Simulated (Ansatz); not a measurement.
# Rb: the cost of one run

Computed with Ansatz 0.2.0 (DFT PBEsol, scalar-relativistic, plane waves, PAW, unless a step's input says otherwise).

3 further runs of the same task are left out: 3 set aside as unsound or not needed.

### Step 1. The starting structure

Symmetry: Cmcm, No. 63, orthorhombic system. The conventional cell has a = 4.695 Å, b = 15.676 Å, c = 4.839 Å, α = 90.00°, β = 90.00°, γ = 90.00°.

Structure file:

```xyz
4
Lattice="4.8387 0.0000 0.0000 0.0000 4.6950 0.0000 0.0000 0.0000 15.6762" Properties=species:S:1:pos:R:3 pbc="T T T"
Rb    1.2116    1.1737   13.8168
Rb    1.2078    3.5212    5.9787
Rb    3.6309    1.1737    9.6975
Rb    3.6271    3.5212    1.8594
```

It is the result of an earlier relaxation at this level (volume 89.03 Å³/atom; gap on the mesh: none (metal)).

The unstrained cell was computed beforehand with the same settings: E(σ→0) = -12867.8480 eV for 4 atoms, gap none (metal).

### Step 2. Strain -1.5 %

Contents of input.yaml:

```yaml
crystal:
  lattice:
    - [4.8568161202, 0.0, 0.0]
    - [0.0, 4.7125926732, 0.0]
    - [0.0, 0.0, 15.4410685113]
  atoms:
    - { symbol: Rb, position: [0.2503903452, 0.25, 0.8813886927] }
    - { symbol: Rb, position: [0.2496096548, 0.75, 0.3813886927] }
    - { symbol: Rb, position: [0.7503903452, 0.25, 0.6186113073] }
    - { symbol: Rb, position: [0.7496096548, 0.75, 0.1186113073] }
basis:
  ecutwfc: 420
kpoints:
  mp_grid: { grid: [12, 12, 4] }
hamiltonian:
  xc: pbesol
scf:
  occupations: { method: gaussian, width: 0.1 }
output:
  forces: true
  stress: true
  eigenvalues: true
relax:
  adjacent_minimum: "off"
  f_tol: 0.008
  max_steps: 40
  cell: { stress_tol: 0.015, fix: [c, angles] }
```

The run is started by

```sh
$ ansatz run input.yaml --threads 1 --pin off --max-ram 2560MiB --backend cpu --events-out ev --progress --plain --runs-dir out
```

Q: Estimate wall time and peak memory on 1 thread of Arm Neoverse V1, shared host.

About 4 min, with a peak of 1.1 GiB.
